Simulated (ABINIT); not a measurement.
# BN (F-43m) in ABINIT: notebook

Aim: see how the results for BN move with the level of theory and the settings. Levels: PW91, BLYP, revPBE. Tasks: equation of state.

All numbers are computed with ABINIT 10.8.3 (patched build); they aren't measurements. Logs are shortened: lines on timing, memory, paths and dates and some standing lists are left out, and cuts for length are marked. The log counts tension as positive stress, the text compression.

**The experiment to reproduce.**

“Effect of nanostructuration on compressibility of cubic BN”, 2012, arxiv:1208.3664 quotes, for a bulk crystal of BN at 300 K: bulk modulus 395 ± 2 GPa.

How close the calculation comes is told below.

### 1 The crystal as given

The structure is cubic, space group F-43m (No. 216). The conventional cell has a = 3.626 Å, b = 3.626 Å, c = 3.626 Å, α = 90.00°, β = 90.00°, γ = 90.00°. N (site symmetry -43m) has 4 B at 1.57 Å as nearest neighbours. Around B (site symmetry -43m) lie 4 N at 1.57 Å.

The cell is a database's computed one.

### 2 Equation of state, PW91

run.abi reads:

```
# Datasets: one volume each
ndtset 7
getwfk -1
scalecart1 3*0.9795861087
scalecart2 3*0.9864848297
scalecart3 3*0.9932883884
scalecart4 3*1.0000000000
scalecart5 3*1.0066227096
scalecart6 3*1.0131594038
scalecart7 3*1.0196128224

# Pseudopotentials
pp_dirpath "./"
pseudos "N.GGA_PBE-JTH.xml, B.GGA_PBE-JTH.xml"

# Structure
acell 3*1.0 Angstrom
rprim
     0.0000000000     1.8130010000     1.8130010000
     1.8130010000     0.0000000000     1.8130010000
     1.8130010000     1.8130010000     0.0000000000
ntypat 2
znucl 7 5
natom 2
typat 1 2
xred
     0.2500000000     0.2500000000     0.2500000000
     0.0000000000     0.0000000000     0.0000000000

# Plane-wave basis
ecut 26.0
pawecutdg 48.0

# k points
kptopt 1
ngkpt 13 13 13
nshiftk 1
shiftk 0.0 0.0 0.0

# Exchange and correlation
ixc -109134

# Bands and occupations
nband 8
occopt 3
tsmear 0.00183747

# SCF cycle
nstep 100
tolvrs 1.0e-9

# Output
iomode 3
prtwf 1
prtden 0
prteig 0
prtebands 0
```

Potentials or basis: JTH PAW PBE v2.0.

On the command line:

```
$ abinit run.abi > log 2>&1
```

run.abo:

```text
.Version 10.8.3 of ABINIT
 DATASET    1 : space group F-4 3 m (#216); Bravais cF (face-center cubic)
================================================================================
 Values of the parameters that define the memory need for DATASET  1.
     intxc =       0    ionmov =       0      iscf =      17    lmnmax =       8
     lnmax =       4     mgfft =      24  mpssoang =       2    mqgrid =    3001
     natom =       2  nloc_mem =       2    nspden =       1   nspinor =       1
    nsppol =       1      nsym =      24    n1xccc =       1    ntypat =       2
    occopt =       3   xclevel =       2
       mpw =         503          nfft =       13824          nkpt =          84
 PAW method is used; the additional fine FFT grid is defined by:
   mgfftf=        30    nfftf =     27000
================================================================================
================================================================================
[... 71 lines left out ...]
 DATASET    7 : space group F-4 3 m (#216); Bravais cF (face-center cubic)
================================================================================
 Values of the parameters that define the memory need for DATASET  7.
     intxc =       0    ionmov =       0      iscf =      17    lmnmax =       8
     lnmax =       4     mgfft =      24  mpssoang =       2    mqgrid =    3001
     natom =       2  nloc_mem =       2    nspden =       1   nspinor =       1
    nsppol =       1      nsym =      24    n1xccc =       1    ntypat =       2
    occopt =       3   xclevel =       2
       mpw =         556          nfft =       13824          nkpt =          84
 PAW method is used; the additional fine FFT grid is defined by:
   mgfftf=        32    nfftf =     32768
================================================================================
================================================================================

--------------------------------------------------------------------------------
------------- Echo of variables that govern the present computation ------------
--------------------------------------------------------------------------------
 -outvars: echo values of preprocessed input variables --------
            acell      1.8897261259E+00  1.8897261259E+00  1.8897261259E+00 Bohr
              amu      1.40067400E+01  1.08110000E+01
             ecut      2.60000000E+01 Hartree
           getwfk          -1
                       outvar_i_n : Printing only first  50 k-points.
              ixc     -109134
           jdtset        1    2    3    4    5    6    7
                       outvar_i_n : Printing only first  50 k-points.
         kptrlatt       13    0    0      0   13    0      0    0   13
          kptrlen1     6.17018064E+01
          kptrlen2     6.21363405E+01
          kptrlen3     6.25648805E+01
          kptrlen4     6.29876290E+01
          kptrlen5     6.34047778E+01
          kptrlen6     6.38165087E+01
          kptrlen7     6.42229942E+01
            natom           2
            nband           8
           ndtset           7
[... 119 lines left out ...]
  is sufficient for exact treatment of convolution.
  Such a large boxcut is a waste : you could raise ecut
  e.g. ecut=   31.544467 Hartrees makes boxcut=2

 Fine grid specifications (used for densities):

 getcut: wavevector=  0.0000  0.0000  0.0000  ngfft=  30  30  30
         ecut(hartree)=     48.000   => boxcut(ratio)=   2.02891

--- Pseudopotential description ------------------------------------------------
- pspini: atom type   1  psp file is ./N.GGA_PBE-JTH.xml
 Pseudopotential format is: paw10
 basis_size (lnmax)=  4 (lmn_size=  8), orbitals=   0   0   1   1
 Spheres core radius: rc_sph= 1.20497474
 Shapefunction is SIN type: shapef(r)=[sin(pi*r/rshp)/(pi*r/rshp)]**2
 Radius for shape functions =  1.00243812
 Compensation charge density is not taken into account in XC energy/potential

- pspini: atom type   2  psp file is ./B.GGA_PBE-JTH.xml
 Pseudopotential format is: paw10
 basis_size (lnmax)=  4 (lmn_size=  8), orbitals=   0   0   1   1
 Spheres core radius: rc_sph= 1.70616958
 Shapefunction is SIN type: shapef(r)=[sin(pi*r/rshp)/(pi*r/rshp)]**2
 Radius for shape functions =  1.40269776
 Compensation charge density is not taken into account in XC energy/potential

   5.83076110E+01                                ecore*ucvol(ha*bohr**3)
--------------------------------------------------------------------------------

[... 1195 lines left out ...]
-Cartesian components of stress tensor (GPa)         [Pressure= -2.0647E+01 GPa]
- sigma(1 1)=  2.06465118E+01  sigma(3 2)=  0.00000000E+00
- sigma(2 2)=  2.06465118E+01  sigma(3 1)=  0.00000000E+00
- sigma(3 3)=  2.06465118E+01  sigma(2 1)=  0.00000000E+00

== END DATASET(S) ==============================================================
================================================================================

 -outvars: echo values of variables after computation  --------
            acell      1.8897261259E+00  1.8897261259E+00  1.8897261259E+00 Bohr
           etotal1    -1.3004756209E+01
           etotal2    -1.3005828420E+01
           etotal3    -1.3006416673E+01
           etotal4    -1.3006557245E+01
           etotal5    -1.3006295136E+01
           etotal6    -1.3005665607E+01
           etotal7    -1.3004702804E+01
            fcart1    -1.0028814992E-29 -1.0028814992E-29  3.0086444977E-29
                       1.0028814992E-29  1.0028814992E-29 -3.0086444977E-29
            fcart2    -9.5345280560E-47 -4.9793405623E-30  9.5345280560E-47
                       9.5345280560E-47  4.9793405623E-30 -9.5345280560E-47
            fcart3     2.7451565573E-46 -9.8904688387E-30 -2.7451565573E-46
                      -2.7451565573E-46  9.8904688387E-30  2.7451565573E-46
            fcart4    -6.1400549083E-31 -6.1400549083E-31  1.8420164725E-30
                       6.1400549083E-31  6.1400549083E-31 -1.8420164725E-30
            fcart5     2.7087925860E-46 -9.7594538248E-30 -2.7087925860E-46
                      -2.7087925860E-46  9.7594538248E-30  2.7087925860E-46
[... 38 lines left out ...]
                       0.0000000000E+00  0.0000000000E+00  0.0000000000E+00
           xangst1     8.8799529733E-01  8.8799529733E-01  8.8799529733E-01
                       0.0000000000E+00  0.0000000000E+00  0.0000000000E+00
           xangst2     8.9424899137E-01  8.9424899137E-01  8.9424899137E-01
                       0.0000000000E+00  0.0000000000E+00  0.0000000000E+00
           xangst3     9.0041642073E-01  9.0041642073E-01  9.0041642073E-01
                       0.0000000000E+00  0.0000000000E+00  0.0000000000E+00
           xangst4     9.0650050000E-01  9.0650050000E-01  9.0650050000E-01
                       0.0000000000E+00  0.0000000000E+00  0.0000000000E+00
           xangst5     9.1250398956E-01  9.1250398956E-01  9.1250398956E-01
                       0.0000000000E+00  0.0000000000E+00  0.0000000000E+00
           xangst6     9.1842950612E-01  9.1842950612E-01  9.1842950612E-01
                       0.0000000000E+00  0.0000000000E+00  0.0000000000E+00
           xangst7     9.2427953331E-01  9.2427953331E-01  9.2427953331E-01
                       0.0000000000E+00  0.0000000000E+00  0.0000000000E+00
             xred      2.5000000000E-01  2.5000000000E-01  2.5000000000E-01
                       0.0000000000E+00  0.0000000000E+00  0.0000000000E+00
 Calculation completed.
```

Run time: 63 s. Hardware: 1 thread of Intel Xeon Platinum 8488C (Sapphire Rapids), shared host; peak memory 0.12 GiB.

Results:

```yaml
Equilibrium_volume: 5.94 Å³/atom
Bulk_modulus: 373 GPa
Pressure_derivative_of_the_bulk_modulus: 3.7
```

Energy against volume, from the lowest point:
| volume (Å³/atom) | energy (meV/atom) |
| --- | --- |
| 5.602 | 24.50 |
| 5.721 | 9.92 |
| 5.840 | 1.91 |
| 5.959 | 0.00 |
| 6.078 | 3.57 |
| 6.198 | 12.13 |
| 6.317 | 25.23 |

Caveat: pressures at fixed basis lie under the slope of the energies; the PAW data sets were made with another functional, which shifts forces and pressure a little; the atomic spheres overlap.

### 3 Equation of state, BLYP

Edit run.abi of step 2 so:

```diff
@@ -16,7 +16,7 @@
 # Structure
-acell 3*1.0 Angstrom
+acell 4.8452022309 4.8452022309 4.8452022309
 rprim
-     0.0000000000     1.8130010000     1.8130010000
-     1.8130010000     0.0000000000     1.8130010000
-     1.8130010000     1.8130010000     0.0000000000
+     0.0000000000     0.7071067812     0.7071067812
+     0.7071067812     0.0000000000     0.7071067812
+     0.7071067812     0.7071067812     0.0000000000
 ntypat 2
@@ -40,3 +40,3 @@
 # Exchange and correlation
-ixc -109134
+ixc -106131
 
@@ -45,3 +45,3 @@
 occopt 3
-tsmear 0.00183747
+tsmear 0.05 eV
 
@@ -57 +57,2 @@
 prtebands 0
+enunit 1
```

Potentials or basis: JTH PAW PBE v2.0.

On the command line:

```
$ abinit run.abi > log 2>&1
```

It took 56 s on 1 thread of Intel Xeon Platinum 8488C (Sapphire Rapids), shared host; peak memory 0.13 GiB.

The run converged. Its results:

```
Equilibrium volume                      : 6.06 Å³/atom
Bulk modulus                            : 355 GPa
Pressure derivative of the bulk modulus : 3.8
```

Energy against volume, from the lowest point:
```csv
volume (Å³/atom),energy (meV/atom)
5.602,42.84
5.721,22.58
5.840,9.00
5.959,1.71
6.078,0.00
6.198,3.41
6.317,11.46
```

Caveat: pressures at fixed basis lie under the slope of the energies; the PAW data sets were made with another functional, which shifts forces and pressure a little; the atomic spheres overlap.

### 4 Equation of state, revPBE

Edit run.abi of step 3 so:

```diff
@@ -16,7 +16,7 @@
 # Structure
-acell 4.8452022309 4.8452022309 4.8452022309
+acell 3*1.0 Angstrom
 rprim
-     0.0000000000     0.7071067812     0.7071067812
-     0.7071067812     0.0000000000     0.7071067812
-     0.7071067812     0.7071067812     0.0000000000
+     0.0000000000     1.8130010000     1.8130010000
+     1.8130010000     0.0000000000     1.8130010000
+     1.8130010000     1.8130010000     0.0000000000
 ntypat 2
@@ -30,3 +30,3 @@
 # Plane-wave basis
-ecut 26.0
+ecut 707.496042 eV
 pawecutdg 48.0
@@ -40,3 +40,3 @@
 # Exchange and correlation
-ixc -106131
+ixc 14
 
@@ -57,2 +57,2 @@
 prtebands 0
-enunit 1
+enunit 2
```

On the command line:

```
$ abinit run.abi > log 2>&1
```

It took 49 s on 1 thread of Intel Xeon Platinum 8488C (Sapphire Rapids), shared host; peak memory 0.12 GiB.

It converged, with:

```
Equilibrium volume                      : 6.02 Å³/atom
Bulk modulus                            : 361 GPa
Pressure derivative of the bulk modulus : 3.8
```

Energy against volume, from the lowest point:
```
volume (Å³/atom)  energy (meV/atom)
           5.602              36.86
           5.721              18.12
           5.840               6.07
           5.959               0.25
           6.078               0.00
           6.198               4.86
           6.317              14.34
```

Caveat: pressures at fixed basis lie under the slope of the energies; the PAW data sets were made with another functional, which shifts forces and pressure a little; the atomic spheres overlap.

### 5 The runs side by side

```csv
level,V0 of scaled cells (Å³/atom),B0 (GPa)
PW91,5.94,373
BLYP,6.06,355
revPBE,6.02,361
```

Alike in all rows: task equation of state; potentials or basis JTH PAW PBE v2.0; no spin polarisation; cell as given; k mesh 13 × 13 × 13; cutoff (eV) 707; smearing fermi-dirac 0.05 eV.

Caveats: pressures at fixed basis lie under the slope of the energies; the PAW data sets were made with another functional, which shifts forces and pressure a little; the atomic spheres overlap.

Total energies depend on the potentials used, so only differences within one code and one set of settings carry meaning.

### 6 Comparison with measurements

Step 2. A measured bulk modulus of BN is 395 GPa (300 K; quoted in “Effect of nanostructuration on compressibility of cubic BN”, 2012, arxiv:1208.3664); the calculated 373 GPa misses it by -5.5 %. The fit is for a static lattice scaled at fixed shape and fixed fractional positions.

Step 3. Measured bulk modulus of BN: 395 GPa (300 K; quoted in “Effect of nanostructuration on compressibility of cubic BN”, 2012, arxiv:1208.3664). This calculation gives 355 GPa (-10.1 %). The fit is for a static lattice scaled at fixed shape and fixed fractional positions.

Step 4. Measured bulk modulus of BN: 395 GPa (300 K; quoted in “Effect of nanostructuration on compressibility of cubic BN”, 2012, arxiv:1208.3664). This calculation gives 361 GPa (-8.5 %). The fit is for a static lattice scaled at fixed shape and fixed fractional positions.
